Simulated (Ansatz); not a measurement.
An element in the fcc structure gives these cold pressures by all-electron LAPW under PBE (Ansatz 0.2.0, scalar-relativistic, no spin polarisation).

| V (Å³/atom) | P (GPa) |
| --- | --- |
| 20.37 | -0.05 |
| 18.74 | 6.98 |
| 17.11 | 18.16 |
| 15.48 | 35.9 |
| 13.85 | 64.4 |
| 12.22 | 111.7 |
| 10.59 | 194.3 |
| 9.17 | 324.8 |

Question: Which element is it?

Answer: Se. Its zero-pressure volume in this structure is near 20.4 Å³/atom; the volume and the steepness of P(V) together point to it, though neighbours can come close. Neighbours weren't tried against these numbers.
